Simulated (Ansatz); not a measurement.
MgF₂:
```cif
data_F4Mg2
_chemical_formula_sum 'Mg2 F4'
_space_group_name_H-M_alt 'P 1'
_space_group_IT_number 1
_cell_length_a 4.63869
_cell_length_b 4.63869
_cell_length_c 3.06203
_cell_angle_alpha 90.000
_cell_angle_beta 90.000
_cell_angle_gamma 90.000
loop_
_space_group_symop_operation_xyz
  'x, y, z'
loop_
_atom_site_label
_atom_site_type_symbol
_atom_site_fract_x
_atom_site_fract_y
_atom_site_fract_z
_atom_site_occupancy
Mg1 Mg 0.00000 0.00000 0.00000 1
Mg2 Mg 0.50000 0.50000 0.50000 1
F1 F 0.30339 0.30339 0.00000 1
F2 F 0.19661 0.80339 0.50000 1
F3 F 0.69661 0.69661 0.00000 1
F4 F 0.80339 0.19661 0.50000 1
```

Relaxed with PBEsol.

Q: Decompose the optical modes at the zone centre into irreducible representations, and say which are infrared and Raman allowed.

A: Point group 4/mmm: Γ_opt = A1g + A2g + A2u + B1g + 2B1u + B2g + Eg + 3Eu. Infrared: A2u, Eu. Raman: A1g, B1g, B2g, Eg.

Q: Assign frequencies (DFPT, PBEsol (plane waves, PAW; program Ansatz); without the LO–TO term).

A: B1g 85, B1u 199, Eu 234, A2g 286, Eg 286, A2u 395, A1g 397, Eu 402, B1u 417, Eu 444, B2g 500 cm⁻¹.

Subscripts of B labels follow the axes of the standard setting.

Space group P4_2/mnm (rutile). The PBEsol relaxation kept the symmetry of its start; of distortions, only those at the zone centre were tested.

Potentials: the later of the program's two PAW sets.
